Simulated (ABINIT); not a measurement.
# GaN in ABINIT: the effect of functional

Crystal: GaN.

```
Ga N
1.0
     0.00000    2.13524    2.13524
     2.13524    0.00000    2.13524
     2.13524    2.13524    0.00000
Ga N
1 1
Direct
  0.00000 0.00000 0.00000
  0.50000 0.50000 0.50000
```

Measurements of this composition are mostly on another form, of space group No. 186.

Alike in all runs:

* Program: ABINIT 10.8.3 (patched build)
* Task: band structure
* k mesh: 11 × 11 × 11
* Occupations: fermi-dirac, width 0.05 eV
* Spin: no spin polarisation

```tsv
functional	potentials or basis	cutoff	gap on the mesh (eV)	pressure (GPa)
LDA	JTH PAW LDA v2.0	707 eV	?	?
PBEsol	JTH PAW PBE v2.0	707 eV	0.46	-7.2
r2SCAN	JTH PAW PBE v2.0	844 eV	1.03	-5.6
```

Q: What does the run with functional LDA give?

A: gap on the mesh 0.33 eV; pressure -13.5 GPa.

Caveats: the mesh misses the band edges, which the band path finds closer together; the PAW data sets were made with another functional, which shifts forces and pressure a little (some runs).

Runs at the PBE level aren't shown here.
